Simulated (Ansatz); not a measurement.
ZnAu:

```
CELL_PARAMETERS angstrom
3.14700 0.00000 0.00000
0.00000 3.14700 0.00000
0.00000 0.00000 3.14700
ATOMIC_POSITIONS crystal
Au 0.00000 0.00000 0.00000
Zn 0.50000 0.50000 0.50000
```

Base run:

- Program: Ansatz 0.2.0
- Functional: RPBE
- Potentials or basis: Ansatz PAW
- Cutoff: 420 eV
- Density cutoff: 1680 eV
- k mesh: 8 × 8 × 8
- Occupations: gaussian, width 0.1 eV
- Spin: no spin polarisation

Its results: band gap on the k mesh none (metal or under the smearing width); pressure 9.0 GPa.

Problem. The run is repeated on the same cell with these changes: functional from RPBE to LDA; occupations from gaussian, width 0.1 eV to gaussian, width 0.05 eV. What comes out?

Solution. Band gap on the k mesh none (metal or under the smearing width); pressure -6.6 GPa.

Caveats: the PAW data sets come from PBE, with cores solved anew for the run's functional, which leaves a small shift of forces and pressure; the potentials were made for another functional, which shifts forces and pressure (some runs).

Not every run made on this cell is shown here.
